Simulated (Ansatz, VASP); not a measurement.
# Two plane-wave programs on Hf

```
Hf
1.0
    -1.80500    1.80500    1.80500
     1.80500   -1.80500    1.80500
     1.80500    1.80500   -1.80500
Hf
1
Direct
  0.00000 0.00000 0.00000
```

This isn't the form of Hf at room conditions, which is hcp.

Alike in both runs: task single point; functional PBEsol; k mesh 20 × 20 × 20; occupations gaussian, width 0.15 eV; no spin polarisation.

```csv
,VASP,Ansatz
version,VASP 6.6.1,Ansatz 0.2.0
potentials or method,"VASP PAW PBE potentials, release 64 (Hf_pv)","scalar-relativistic, plane waves, PAW"
plane-wave cutoff (eV),520,420
valence electrons in the cell,10,26
```

VASP gave:

| Property | Result |
| --- | --- |
| gap on the k mesh at the Fermi level (eV) | none |
| pressure (GPa) | -9.3 |

Q: Which values does Ansatz return?

A: gap on the k mesh at the Fermi level (eV): none; pressure (GPa): -9.0.

A gap of «none» marks a metal or a gap that the smearing closes. The two sets of potentials don't hold the same shells in valence.

Caveats: the PAW data sets were made with another functional, which shifts forces and pressure a little (VASP). The runs have no spin-orbit coupling, so splittings on Hf are missing.
